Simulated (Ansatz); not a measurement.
# Blue phosphorene bilayer (AB) in a perpendicular field, part 4 of 4

Aim: how the blue phosphorene bilayer (AB) screens a field along its normal, and what the field does to its bands. A positive field points along +c.

Ansatz 0.2.0; plane-wave DFT, PBE-D3(BJ), Ansatz PAW (the session's first sound run).

So far. Step 19 (Same geometry, cutoff 420 eV, functional HSE06 (run 2)): The dipole is -0.0378 e·Å. Step 21 (Response at this level): The induced dipole is that of a conductor 7.44 Å thick.

## (22) A changed input: scf.lower_state_search = "off"

This step: plane-wave DFT, PBE-D3(BJ), Ansatz PAW (Ansatz 0.2.0).

A run with a changed input: it repeats the earlier run at 0.1 V/Å with scf.lower_state_search to off.

input.yaml

```yaml
crystal:
  lattice:
    - [3.2572614148, 0.0, 0.0]
    - [-1.6286307074, 2.820871132, 0.0]
    - [0.0, 0.0, 23.8234973553]
  atoms:
    - { symbol: P, position: [0.6666666667, 0.3333333333, 0.3777782861] }
    - { symbol: P, position: [0.3333333333, 0.6666666667, 0.4299479883] }
    - { symbol: P, position: [0.0, 0.0, 0.5700520117] }
    - { symbol: P, position: [0.6666666667, 0.3333333333, 0.6222217139] }
kpoints:
  mp_grid: { grid: [18, 18, 1] }
  band_path:
    path: [[0, 0, 0], [0.5, 0, 0], [0.33333333, 0.33333333, 0], [0, 0, 0]]
    npoints: 16
hamiltonian:
  xc: pbe
  dispersion: d3bj
scf:
  occupations: { method: fermi_dirac, width: 0.02585 }
  convergence: { dr2_threshold: 1.0e-10 }
  lower_state_search: "off"
efield:
  axis: 3
  dipole_correction: true
  ramp_position: 0.97
  ramp_width: 0.06
  amplitude: 0.1
output:
  write_potential: true
  write_density: true
  volumetric_format: npy
```

The run is started by

```
> ansatz run input.yaml --threads 2 --pin off --max-ram 3072MiB --backend cpu --events-out ev --progress --plain --runs-dir out
```

Numbers of over 12 decimals in the logs are rounded to 6 here.

Output:

```text
[...]
Crystal: 4 atoms, lattice volume = 218.898 Å³
Basis set: ecut = 420 eV, 4363 PW (Γ)
Bands: 14, of which v1, the nominal top of the filled ones, is band 10 counted from 1 (9 counted from 0)
Symmetry: 6 space group operations
k-points: 37 of 324 (time reversal used)
[...]
SCF iter   1: F=—  HF=-3023.841357 eV  |F-HF|=—  |Δ(HF+E_count)|=         —  Δρ=2.30e-2  dr2=8.67e-1  ethr=3.10e-3  p=0.042 e·Å  D=3.47e-2 V/Å  ΔV_dip=-0.83 eV  dr2_dipole=1.70e-4  V_vac-E_F(+/−)=6.23/4.90 eV  ⟨swp⟩=10.1  Hψ=4697  notcnv=0
[...]
SCF iter  14: F=-3023.647048 eV  HF=-3023.647048 eV  |F-HF|=6.41e-11  |Δ(HF+E_count)|=  4.23e-11  Δρ=6.24e-8  dr2=5.82e-11  ethr=1.00e-12  p=0.039 e·Å  D=3.19e-2 V/Å  ΔV_dip=-0.76 eV  dr2_dipole=1.62e-11  V_vac-E_F(+/−)=5.70/4.31 eV  ⟨swp⟩=1.0  Hψ=1345  notcnv=0
SCF 1 converged in 14 iterations: F = -3023.647048 eV  dr2 = 5.82e-11
[...]
SCF converged after 14 iterations
Free energy (F): -3023.647048 eV
[...]
Internal energy: -3023.647048 eV  (E = F + TS)
E sigma→0 (E₀):  -3023.647048 eV
Fermi energy:    -0.692831 eV
Dipole field:    D = 0.031882 V/Å  (p = 0.038568 e·Å, saw-weighted, corrected)
Work function:   not extracted (applied field tilts the vacuum); planar V_es + V_field profile in the machine report
[...]
--- Band table (eV; the first three rows and the last of 37) ---
  k-point 0: bands = [... 6 lower, -1.9583, -1.8826, -1.8826, -1.4485, 2.0519, 2.0519, 2.0577, 2.1714]
  k-point 1: bands = [... 6 lower, -2.3257, -2.0794, -2.0019, -1.4216, 1.9091, 2.0307, 2.2040, 2.3278]
  k-point 2: bands = [... 6 lower, -2.8209, -2.3840, -2.3033, -1.3672, 1.5442, 1.6609, 2.5796, 2.7123]
  k-point 36: bands = [... 6 lower, -3.7133, -3.7077, -3.6410, -3.5020, 0.2357, 0.3105, 2.9832, 3.6290]
```

The job ended after 12 s (2 threads of Intel Xeon 6975P-C (Granite Rapids), shared host; peak memory 0.47 GiB; 14 s of CPU time).

This step gave:

```yaml
gap_on_the_k_mesh: 1.169 eV
dipole_along_the_normal: 0.03857 e·Å
gap_along_the_path: 1.155 eV
smallest_direct_gap_along_the_path: 1.700 eV
gap_the_smaller_of_path_and_mesh: 1.155 eV
```

Electronic bands along the path, in eV, zero at the Fermi level of the run, which the smearing sets inside the gap:

| point | band 7 | band 8 | band 9 | band 10 | band 11 | band 12 | band 13 | band 14 |
| --- | --- | --- | --- | --- | --- | --- | --- | --- |
| Γ | -1.27 | -1.19 | -1.19 | -0.76 | 2.74 | 2.74 | 2.75 | 2.86 |
| halfway | -2.64 | -2.55 | -1.73 | -0.71 | 1.09 | 1.25 | 3.63 | 4.09 |
| M | -3.47 | -3.38 | -2.89 | -2.23 | 0.75 | 0.97 | 1.75 | 2.92 |
| halfway | -3.79 | -3.72 | -2.74 | -2.23 | 1.39 | 2.19 | 2.99 | 3.15 |
| K | -3.02 | -3.01 | -2.95 | -2.81 | 0.93 | 1.00 | 3.68 | 4.32 |
| halfway | -3.96 | -3.87 | -1.61 | -0.74 | 2.17 | 2.68 | 3.06 | 3.20 |
| Γ | -1.27 | -1.19 | -1.19 | -0.76 | 2.74 | 2.74 | 2.75 | 2.86 |

| quantity | this run | earlier run | difference |
| --- | --- | --- | --- |
| dipole along the normal (e·Å) | 0.03857 | 0.03857 | 0 |
| gap along the path (eV) | 1.155 | 1.155 | 0 |
| smallest direct gap along the path (eV) | 1.700 | 1.700 | 0 |
| gap on the k-mesh (eV) | 1.169 | 1.169 | 0 |

Nothing in the table moves by 0.01 in its unit (for the dipole 0.5 % and 5e-5 e·Å).

## (23) Varying the input

Another changed input: it repeats the earlier run at 0.1 V/Å with efield.amplitude from 0.1 to -0.2 and efield.dipole_correction from true to false.

Edit input.yaml of step 22 so:

```diff
@@ -21,9 +21,8 @@
   convergence: { dr2_threshold: 1.0e-10 }
-  lower_state_search: "off"
 efield:
   axis: 3
-  dipole_correction: true
+  dipole_correction: false
   ramp_position: 0.97
   ramp_width: 0.06
-  amplitude: 0.1
+  amplitude: -0.2
 output:
```

Output:

```text
[...]
Crystal: 4 atoms, lattice volume = 218.898 Å³
Basis set: ecut = 420 eV, 4363 PW (Γ)
Bands: 14, of which v1, the nominal top of the filled ones, is band 10 counted from 1 (9 counted from 0)
Symmetry: 6 space group operations
k-points: 37 of 324 (time reversal used)
[...]
SCF iter   1: F=—  HF=-3023.702650 eV  |F-HF|=—  |Δ(HF+E_count)|=         —  Δρ=3.38e-3  dr2=2.92e-1  ethr=1.77e-3  p=-0.000 e·Å  V_vac-E_F(+/−)=2.72/7.04 eV  ⟨swp⟩=10.4  Hψ=4900  notcnv=0
[...]
SCF iter  11: F=-3023.656452 eV  HF=-3023.656452 eV  |F-HF|=1.91e-11  |Δ(HF+E_count)|=  1.16e-10  Δρ=5.99e-8  dr2=3.00e-11  ethr=1.00e-12  p=-0.113 e·Å  V_vac-E_F(+/−)=2.95/7.07 eV  ⟨swp⟩=4.8  Hψ=1900  notcnv=0
SCF 1 converged in 11 iterations: F = -3023.656452 eV  dr2 = 3.00e-11
[...]
SCF converged after 11 iterations
Free energy (F): -3023.656452 eV
[...]
Internal energy: -3023.656452 eV  (E = F + TS)
E sigma→0 (E₀):  -3023.656452 eV
Fermi energy:    -0.703312 eV
Dipole field:    D = -0.093750 V/Å  (p = -0.113410 e·Å, saw-weighted)
Work function:   not extracted (applied field tilts the vacuum); planar V_es + V_field profile in the machine report
[...]
--- Band table (eV; the first three rows and the last of 37) ---
  k-point 0: bands = [... 6 lower, -2.0354, -1.8139, -1.8139, -1.4446, 1.9878, 1.9878, 1.9879, 2.2295]
  k-point 1: bands = [... 6 lower, -2.2571, -2.1559, -1.9338, -1.4177, 1.8443, 2.0864, 2.1404, 2.3831]
  k-point 2: bands = [... 6 lower, -2.8321, -2.4594, -2.2362, -1.3630, 1.4779, 1.7183, 2.5179, 2.7656]
  k-point 36: bands = [... 6 lower, -3.7762, -3.7726, -3.5812, -3.4508, 0.1592, 0.3783, 2.9713, 3.5452]
```

Elapsed: 11 s, on 2 threads; peak memory 0.48 GiB.

| quantity | this run | earlier run | difference |
| --- | --- | --- | --- |
| dipole along the normal (e·Å) | -0.1134 | 0.03857 | -0.15 |
| gap along the path (eV) | 1.123 | 1.155 | -0.032 |
| smallest direct gap along the path (eV) | 1.654 | 1.700 | -0.046 |
| gap on the k-mesh (eV) | 1.137 | 1.169 | -0.032 |

The applied field differs, and the slope found earlier predicts a dipole of -0.0774 e·Å; this run gives -0.113 e·Å, 0.036 e·Å less.

With the dipole correction off, the periodic images add a field of their own to the typed one.

Besides the dipole, what moves beyond 0.01 in its unit (for the dipole 0.5 % and 5e-5 e·Å): smallest direct gap along the path (-0.0464 eV), gap on the k-mesh (-0.0318 eV) and gap along the path (-0.0315 eV).

These numbers are not those of the isolated slab.

## (24) What came out

| Property | Result |
| --- | --- |
| gap without field | 1.16 eV |
| ionisation energy, upper face | 5.62 eV |
| electron affinity, upper face | 4.46 eV |
| equivalent conductor thickness, atoms held | 7.60 Å |
| equivalent conductor thickness, LDA | 7.70 Å |
| equivalent conductor thickness, PBE | 7.62 Å |
| equivalent conductor thickness, r2SCAN | 7.51 Å |
| equivalent conductor thickness, HSE06 | 7.44 Å |

What this shows: The induced dipole equals that of a perfect conductor 7.60 Å thick, while the outer atoms lie 5.82 Å apart; an out-of-plane ε follows only once a thickness t is chosen, by 1 − 1/ε = 7.60 Å / t. The gap goes from 1.16 eV to 1.06 eV at 0.5 V/Å. Across the functionals the thickness runs from 7.44 to 7.70 Å; those runs use a coarser k-mesh, so they are to be compared with each other. Semilocal functionals give gaps that are too small, and excitons are not included.

[Logs are printed without paths, hosts, clocks, repeated set-up lines and the standing remarks that a program may print on its own settings, such as how far it seeks lower states.]

[Hosts, paths, dates, database ids (printed as entryN), source tags and the programs' standing remarks are cut or masked in the printed files.]

[Maps of the electrostatic potential energy from Ansatz leave out the sawtooth potential of an applied field or a dipole correction, so their vacuum need not be flat; planar profiles and work functions include it.]
